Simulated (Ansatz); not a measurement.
# Ta₂N (P-31m), one atom moved along a line

Computed with DFT PBEsol, scalar-relativistic, plane waves, PAW in Ansatz 0.2.0. Cutoff 420 eV, Γ-centred 12×12×8 k-points, Gaussian smearing of 0.15 eV. Spin–orbit coupling is left out, which can shift energies with elements as heavy as these. No spin polarisation. Energies are free energies at this smearing, counted from the undisturbed cell; pressure is positive in compression.

The starting cell (relaxed at this level; it needn't be the usual structure):

```xyz
9
Lattice="5.2641 0.0000 0.0000 -2.6320 4.5588 0.0000 0.0000 0.0000 4.9126" Properties=species:S:1:pos:R:3 pbc="T T T"
Ta    1.7551    3.0399    3.6982
Ta   -0.8770    1.5190    3.6982
Ta    1.7540    0.0000    3.6982
Ta    0.8770    1.5190    1.2144
Ta   -1.7551    3.0399    1.2144
Ta    3.5101    0.0000    1.2144
N     2.6320    1.5196    2.4563
N     0.0000    3.0392    2.4563
N     0.0000    0.0000    0.0000
```

Atom 7 (N) is moved by x along the Cartesian unit vector (0.000, 1.000, 0.000); the cell and all other atoms stay fixed. The cell is metallic on the mesh throughout.

```
  x (Å)  ΔE (meV/cell) force along x on the moved atoms (eV/Å) pressure (GPa)
-0.3000              ?                                        ?             3.2
-0.1000           87.7                                     1.77             0.3
 0.0000            0.0                                     0.00             0.0
 0.2000          337.2                                    -3.34             1.4
```

Task: Give the withheld values.

Result: ΔE (meV/cell) at x (Å) = -0.3000: 816.4; force along x on the moved atoms (eV/Å) at x (Å) = -0.3000: 5.59.